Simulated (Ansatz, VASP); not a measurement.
Given: the input of a run of Ansatz 0.2.0 on WC (Qusongite). 

The input input.yaml:

```yaml
crystal:
  lattice:
    - [2.9065, 0.0, 0.0]
    - [-1.45325, 2.5171028361, 0.0]
    - [0.0, 0.0, 2.8366]
  atoms:
    - { symbol: W, position: [0.0, 0.0, 0.0] }
    - { symbol: C, position: [0.6666666667, 0.3333333333, 0.5] }
hamiltonian:
  xc: pbe
  pseudopotentials: { kind: paw }
kpoints:
  mp_grid: { grid: [10, 10, 9] }
scf:
  occupations: { method: fermi_dirac, width: 0.05 }
output:
  forces: true
  stress: true
  eigenvalues: true
  write_density: true
  write_potential: true
  elf: true
  volumetric_format: npy
```

Potentials or basis: Ansatz PAW.

Launch:

```sh
$ ansatz run input.yaml --threads 1 --pin off --max-ram 3584MiB --backend cpu --events-out ev --progress --plain --runs-dir out
```

What does the same run look like in VASP 6.6.1? Potentials or basis there: PBE PAW files C, W_sv, 520 eV.

As run (cutoffs and basis follow the program's own potentials, and thresholds, step limits or extra output files can differ):

The input INCAR:

```
PREC     = Accurate       # precision mode
ENCUT    = 520            # plane-wave cutoff, eV
EDIFF    = 1E-7           # SCF threshold, eV
ISMEAR   = -1             # smearing method
SIGMA    = 0.05           # smearing width, eV
LREAL    = False          # projectors in reciprocal space
LASPH    = True           # aspherical terms in the spheres
NELM     = 80             # most SCF steps
ALGO     = Normal         # electronic algorithm
ISIF     = 2              # what is computed and relaxed
LWAVE    = False          # write WAVECAR
LCHARG   = False          # write CHGCAR
GGA      = PE             # functional
NBANDS   = 16             # bands
```

The input KPOINTS:

```
Automatic mesh
0
Gamma
  10 10 9
```

POSCAR

```
WC
1.0
    2.9065000000      0.0000000000      0.0000000000
   -1.4532500000      2.5171028361      0.0000000000
    0.0000000000      0.0000000000      2.8366000000
W C
1 1
Direct
    0.0000000000      0.0000000000      0.0000000000
    0.6666666667      0.3333333333      0.5000000000
```

Potentials or basis: VASP PAW PBE potentials, release 64 (W_sv, C).

Command:

```console
$ cat potpaw_PBE.64/W_sv/POTCAR potpaw_PBE.64/C/POTCAR > POTCAR
$ mpirun -np 1 vasp_std > vasp.out
```

Both were run:

|  | Ansatz | VASP |
| --- | --- | --- |
| Pressure | 5.6 GPa | 6.7 GPa |

Ansatz's pressure holds a Pulay term of +0.31 GPa for its cutoff of 420 eV, which the other run lacks.

Where Ansatz's input types no cutoff or centring, it takes its own default and a Γ-centred mesh.

Pressure is positive in compression.
